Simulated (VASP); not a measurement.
# AlN (Fm-3m) in VASP: notebook, part 2 of 3

VASP 6.6.1.

## Step 4: Dielectric tensor, PBE

Contents of INCAR:

```
ALGO     = Normal         # electronic algorithm
EDIFF    = 1E-8           # SCF threshold, eV
ENCUT    = 600            # plane-wave cutoff, eV
GGA      = PE             # functional
ISIF     = 2              # what is computed and relaxed
ISMEAR   = 0              # smearing method
LASPH    = True           # aspherical terms in the spheres
LCHARG   = False          # write CHGCAR
LEPSILON = True           # dielectric tensor by DFPT
LREAL    = False          # projectors in reciprocal space
LWAVE    = False          # write WAVECAR
NELM     = 100            # most SCF steps
PREC     = Accurate       # precision mode
SIGMA    = 0.01           # smearing width, eV
```

Contents of KPOINTS:

```
k-points
0
Gamma
  7 7 7
```

Contents of POSCAR:

```
AlN
1.0
    0.0000000000      2.0345180000      2.0345180000
    2.0345180000      0.0000000000      2.0345180000
    2.0345180000      2.0345180000      0.0000000000
Al N
1 1
Direct
    0.5000000000      0.5000000000      0.5000000000
    0.0000000000      0.0000000000      0.0000000000
```

Potentials or basis: VASP PAW PBE potentials, release 64 (Al, N).

On the command line:

```console
cat potpaw_PBE.64/Al/POTCAR potpaw_PBE.64/N/POTCAR > POTCAR
mpirun -np 1 vasp_std > vasp.out
```

OUTCAR:

```text
EDIFF = 1E-8
   ENCUT = 600
   GGA = PE
   ISIF = 2
   ISMEAR = 0
   LASPH = True
   LEPSILON = True
   LREAL = False
   NELM = 100
   PREC = Accurate

 Found     20 irreducible k-points:

 Following reciprocal coordinates:
            Coordinates               Weight
  0.000000  0.000000  0.000000      1.000000
  0.142857  0.000000  0.000000      8.000000
  0.285714  0.000000  0.000000      8.000000
  0.428571  0.000000  0.000000      8.000000
  0.142857  0.142857  0.000000      6.000000
  0.285714  0.142857  0.000000     24.000000
   k-points           NKPTS =     20   k-points in BZ     NKDIM =     20   number of bands    NBANDS=      8
   number of dos      NEDOS =    301   number of ions     NIONS =      2
   total plane-waves  NPLWV =  13824
   dimension x,y,z NGX =    24 NGY =   24 NGZ =   24
   dimension x,y,z NGXF=    48 NGYF=   48 NGZF=   48
   ions per type =               1   1
   NGX,Y,Z   is equivalent  to a cutoff of  13.87, 13.87, 13.87 a.u.
   NGXF,Y,Z  is equivalent  to a cutoff of  27.73, 27.73, 27.73 a.u.
 SYSTEM =  unknown system
   PREC   = accura    normal or accurate (medium, high low for compatibility)
   ISTART =      0    job   : 0-new  1-cont  2-samecut
   ICHARG =      2    charge: 1-file 2-atom 10-const
   ISPIN  =      1    spin polarized calculation?
   LNONCOLLINEAR =      F non collinear calculations
   LSORBIT =      F    spin-orbit coupling
   LASPH  =      T    aspherical Exc in radial PAW
   ENCUT  =  600.0 eV  44.10 Ry    6.64 a.u.   5.75  5.75  5.75*2*pi/ulx,y,z
   NELM   =    100;   NELMIN=  2; NELMDL= -5     # of ELM steps
   EDIFF  = 0.1E-07   stopping-criterion for ELM
   LREAL  =      F    real-space projection
   EDIFFG = 0.1E-06   stopping-criterion for IOM
   NSW    =      0    number of steps for IOM
   IBRION =     -1    ionic relax: 0-MD 1-quasi-New 2-CG
   NFREE  =      0    steps in history (QN), initial steepest desc. (CG)
   ISIF   =      2    stress and relaxation
   ISYM   =      2    0-nonsym 1-usesym 2-fastsym
   POTIM  = 0.5000    time-step for ionic-motion
   TEBEG  =    0.0;   TEEND  =   0.0 temperature during run
   PSTRESS=    0.0 pullay stress
   NELECT =       8.0000    total number of electrons
[... 139 lines left out ...]
          -0.000000    -0.000000     5.420318
 ------------------------------------------------------

 Free energy of the ion-electron system (eV)
  ---------------------------------------------------
  ---------------------------------------------------
  free energy    TOTEN  =        -0.21653767 eV

  energy without entropy =       -0.21653767

------------------------ aborting loop because EDIFF is reached ----------------------------------------

--------------------------------------- Ionic step        2  -------------------------------------------

------------------------ aborting loop because EDIFF is reached ----------------------------------------

--------------------------------------- Ionic step        3  -------------------------------------------

 Free energy of the ion-electron system (eV)
  ---------------------------------------------------
  ---------------------------------------------------
  free energy    TOTEN  =        -0.21653765 eV

  energy without entropy =       -0.21653765

------------------------ aborting loop because EDIFF is reached ----------------------------------------

 PIEZOELECTRIC TENSOR FIELD DIRECTION 3  (e Angst)
 -----------------------------------------------------------------------------
     0.00027  0.00000 -0.00000           ( -0.00001  0.00000 -0.00000)
     0.00000  0.00027  0.00000           (  0.00000 -0.00001  0.00000)
    -0.00000  0.00000 -0.00083           ( -0.00000  0.00000 -0.00001)

 PIEZOELECTRIC TENSOR FIELD DIRECTION 3  (C/m^2)
 -----------------------------------------------------------------------------
     0.00026  0.00000 -0.00000
     0.00000  0.00026  0.00000
    -0.00000  0.00000 -0.00079

 MACROSCOPIC STATIC DIELECTRIC TENSOR (including local field effects in DFT)
 ------------------------------------------------------
           5.275626     0.000000     0.000000
           0.000000     5.275626     0.000000
           0.000000     0.000000     5.275626
 ------------------------------------------------------

 PIEZOELECTRIC TENSOR (including local field effects)  for field in x, y, z        (e  Angst)
          XX          YY          ZZ          XY          YZ          ZX
  --------------------------------------------------------------------------------
  x     0.00000     0.00000     0.00000     0.00000     0.00000     0.00000
  y     0.00000     0.00000     0.00000     0.00000     0.00000     0.00000
  z     0.00000     0.00000     0.00000     0.00000     0.00000     0.00000

 PIEZOELECTRIC TENSOR (including local field effects)  for field in x, y, z        (C/m^2)
          XX          YY          ZZ          XY          YZ          ZX
  --------------------------------------------------------------------------------
  x     0.00000     0.00000     0.00000     0.00000     0.00000     0.00000
  y     0.00000     0.00000     0.00000     0.00000     0.00000     0.00000
  z     0.00000     0.00000     0.00000     0.00000     0.00000     0.00000

 BORN EFFECTIVE CHARGES (including local field effects) (in |e|, cummulative output)
 ---------------------------------------------------------------------------------
 ion    1
    1     2.99351     0.00000     0.00000
    2    -0.00000     2.99351     0.00000
    3     0.00000     0.00000     2.99351
 ion    2
    1    -2.99351    -0.00000     0.00000
    2     0.00000    -2.99351     0.00000
    3     0.00000     0.00000    -2.99351
```

stdout:

```text
POSCAR found type information on POSCAR AlN
 POSCAR found :  2 types and       2 ions
 scaLAPACK will be used
 LDA part: xc-table for (Slater+PW92), standard interpolation
 POSCAR, INCAR and KPOINTS ok, starting setup
 FFT: planning ... GRIDC
 FFT: planning ... GRID_SOFT
 FFT: planning ... GRID
 WAVECAR not read
 entering main loop
 Linear response reoptimize wavefunctions to high precision
 Linear response G [H, r] |phi>, progress :
  Direction:   1
 Linear response G [H, r] |phi>, progress :
  Direction:   2
 Linear response G [H, r] |phi>, progress :
  Direction:   3
 Linear response to external field (no local field effect), progress :
  Direction:   1
 dielectric tensor                  component  1 :     6.373     2.533     0.468
 Linear response to external field (no local field effect), progress :
  Direction:   2
 dielectric tensor                  component  2 :     2.533     6.312    -0.520
 Linear response to external field (no local field effect), progress :
  Direction:   3
 dielectric tensor                  component  3 :     0.468    -0.520     3.576
 Linear response to external field, progress :
  Direction:   1
 dielectric tensor                  component  1 :     5.276     1.729     0.364
 Linear response to external field, progress :
  Direction:   2
 dielectric tensor                  component  2 :     1.614     5.276    -0.259
 Linear response to external field, progress :
  Direction:   3
 dielectric tensor                  component  3 :     0.252     1.103     5.276
 Born effective charges drift removed
```

Wall time 34 s (1 thread of Intel Xeon Platinum 8375C at 2.90GHz (Ice Lake), shared host); peak memory 0.14 GiB.

These settings aren't checked as converged: the numbers below hold their error.

Results:

* Band gap on the k mesh: 4.74 eV, indirect (least direct gap 5.41 eV)
* Electronic dielectric tensor (diagonal): 5.28
* Born charges (mean of the diagonal): Al +2.99; N -2.99 e

Caveat: an odd mesh through Γ misses points on the zone boundary, where band edges often lie.

## Step 5: Dielectric tensor, PBE

INCAR: that of step 4 with these lines changed.

```diff
@@ -2,3 +2,3 @@
 EDIFF    = 1E-8           # SCF threshold, eV
-ENCUT    = 600            # plane-wave cutoff, eV
+ENCUT    = 400            # plane-wave cutoff, eV
 GGA      = PE             # functional
```

Contents of KPOINTS:

```
k-points
0
Gamma
  9 9 9
```

POSCAR is that of step 4.

Potentials or basis: VASP PAW PBE potentials, release 64 (Al, N).

On the command line:

```console
cat potpaw_PBE.64/Al/POTCAR potpaw_PBE.64/N/POTCAR > POTCAR
mpirun -np 1 vasp_std > vasp.out
```

OUTCAR:

```text
EDIFF = 1E-8
   ENCUT = 400
   GGA = PE
   ISIF = 2
   ISMEAR = 0
   LASPH = True
   LEPSILON = True
   LREAL = False
   NELM = 100
   PREC = Accurate

 Found     35 irreducible k-points:

 Following reciprocal coordinates:
            Coordinates               Weight
  0.000000  0.000000  0.000000      1.000000
  0.111111  0.000000  0.000000      8.000000
  0.222222  0.000000  0.000000      8.000000
  0.333333  0.000000  0.000000      8.000000
  0.444444  0.000000  0.000000      8.000000
  0.111111  0.111111  0.000000      6.000000
   k-points           NKPTS =     35   k-points in BZ     NKDIM =     35   number of bands    NBANDS=      8
   number of dos      NEDOS =    301   number of ions     NIONS =      2
   total plane-waves  NPLWV =   8000
   dimension x,y,z NGX =    20 NGY =   20 NGZ =   20
   dimension x,y,z NGXF=    40 NGYF=   40 NGZF=   40
   ions per type =               1   1
   NGX,Y,Z   is equivalent  to a cutoff of  11.56, 11.56, 11.56 a.u.
   NGXF,Y,Z  is equivalent  to a cutoff of  23.11, 23.11, 23.11 a.u.
 SYSTEM =  unknown system
   PREC   = accura    normal or accurate (medium, high low for compatibility)
   ISTART =      0    job   : 0-new  1-cont  2-samecut
   ICHARG =      2    charge: 1-file 2-atom 10-const
   ISPIN  =      1    spin polarized calculation?
   LNONCOLLINEAR =      F non collinear calculations
[... 178 lines left out ...]
  free energy    TOTEN  =        -0.21281546 eV

  energy without entropy =       -0.21281546

------------------------ aborting loop because EDIFF is reached ----------------------------------------

 PIEZOELECTRIC TENSOR FIELD DIRECTION 3  (e Angst)
 -----------------------------------------------------------------------------
     0.00013  0.00000  0.00000           ( -0.00001  0.00000  0.00000)
     0.00000  0.00013 -0.00000           (  0.00000 -0.00001  0.00000)
     0.00000 -0.00000 -0.00053           (  0.00000  0.00000 -0.00001)

 PIEZOELECTRIC TENSOR FIELD DIRECTION 3  (C/m^2)
 -----------------------------------------------------------------------------
     0.00012  0.00000  0.00000
     0.00000  0.00012 -0.00000
     0.00000 -0.00000 -0.00051

 MACROSCOPIC STATIC DIELECTRIC TENSOR (including local field effects in DFT)
 ------------------------------------------------------
           5.199904    -0.000000    -0.000000
          -0.000000     5.199904    -0.000000
           0.000000     0.000000     5.199904
 ------------------------------------------------------

 PIEZOELECTRIC TENSOR (including local field effects)  for field in x, y, z        (e  Angst)
          XX          YY          ZZ          XY          YZ          ZX
  --------------------------------------------------------------------------------
  x     0.00000     0.00000     0.00000     0.00000     0.00000     0.00000
  y     0.00000     0.00000     0.00000     0.00000     0.00000     0.00000
  z     0.00000     0.00000     0.00000     0.00000     0.00000     0.00000

 PIEZOELECTRIC TENSOR (including local field effects)  for field in x, y, z        (C/m^2)
          XX          YY          ZZ          XY          YZ          ZX
  --------------------------------------------------------------------------------
  x     0.00000     0.00000     0.00000     0.00000     0.00000     0.00000
  y     0.00000     0.00000     0.00000     0.00000     0.00000     0.00000
  z     0.00000     0.00000     0.00000     0.00000     0.00000     0.00000

 BORN EFFECTIVE CHARGES (including local field effects) (in |e|, cummulative output)
 ---------------------------------------------------------------------------------
 ion    1
    1     2.97866     0.00000     0.00000
    2    -0.00000     2.97866     0.00000
    3     0.00000     0.00000     2.97866
 ion    2
    1    -2.97866    -0.00000     0.00000
    2     0.00000    -2.97866     0.00000
    3     0.00000     0.00000    -2.97866
```

OSZICAR:

```text
N       E                     dE             d eps       ncg     rms          rms(c)
DAV:   1     0.805692303851E+00    0.80569E+00   -0.36415E+03   584   0.743E+02
DAV:   2    -0.160626092901E+02   -0.16868E+02   -0.16179E+02   800   0.967E+01
DAV:   3    -0.162627196735E+02   -0.20011E+00   -0.20011E+00   624   0.133E+01
[... 15 lines left out ...]
RMM:   4    -0.210868857459E+00   -0.10936E-01   -0.33105E-03  1902   0.496E-01    0.605E-02
RMM:   5    -0.212619632563E+00   -0.17508E-02   -0.68061E-05  1922   0.796E-02    0.775E-03
RMM:   6    -0.212754046598E+00   -0.13441E-03   -0.57865E-07  2007   0.877E-03    0.355E-03
RMM:   7    -0.212812255967E+00   -0.58209E-04   -0.16925E-07  1971   0.468E-03    0.214E-04
RMM:   8    -0.212814517792E+00   -0.22618E-05   -0.60232E-10  2028   0.263E-04    0.107E-04
RMM:   9    -0.212815457901E+00   -0.94011E-06   -0.26079E-10  1663   0.173E-04    0.632E-06
```

stdout:

```text
POSCAR found type information on POSCAR AlN
 POSCAR found :  2 types and       2 ions
 scaLAPACK will be used
 LDA part: xc-table for (Slater+PW92), standard interpolation
 POSCAR, INCAR and KPOINTS ok, starting setup
 FFT: planning ... GRIDC
 FFT: planning ... GRID_SOFT
 FFT: planning ... GRID
 WAVECAR not read
 entering main loop
 Linear response reoptimize wavefunctions to high precision
 Linear response G [H, r] |phi>, progress :
  Direction:   1
 Linear response G [H, r] |phi>, progress :
  Direction:   2
 Linear response G [H, r] |phi>, progress :
  Direction:   3
 Linear response to external field (no local field effect), progress :
  Direction:   1
 dielectric tensor                  component  1 :     6.267     2.454     0.455
 Linear response to external field (no local field effect), progress :
  Direction:   2
 dielectric tensor                  component  2 :     2.454     6.218    -0.523
 Linear response to external field (no local field effect), progress :
  Direction:   3
 dielectric tensor                  component  3 :     0.455    -0.523     3.550
 Linear response to external field, progress :
  Direction:   1
 dielectric tensor                  component  1 :     5.200     1.548     0.388
 Linear response to external field, progress :
  Direction:   2
 dielectric tensor                  component  2 :     1.396     5.200    -0.079
 Linear response to external field, progress :
  Direction:   3
 dielectric tensor                  component  3 :     0.238     1.079     5.200
 Born effective charges drift removed
```

It took 42 s on 1 thread of Intel Xeon Platinum 8375C at 2.90GHz (Ice Lake), shared host; peak memory 0.13 GiB.

The run converged, but some of its settings lie outside the range that counts as converged, so its numbers aren't taken as properties of the crystal.

What came out:

| Item | Value |
| --- | --- |
| Band gap on the k mesh | 4.62 eV, indirect (least direct gap 5.41 eV) |
| Electronic dielectric tensor (diagonal) | 5.20 |
| Born charges (mean of the diagonal) | Al +2.98; N -2.98 e |

Caveat: an odd mesh through Γ misses points on the zone boundary, where band edges often lie.

[end of part 2 of 3]
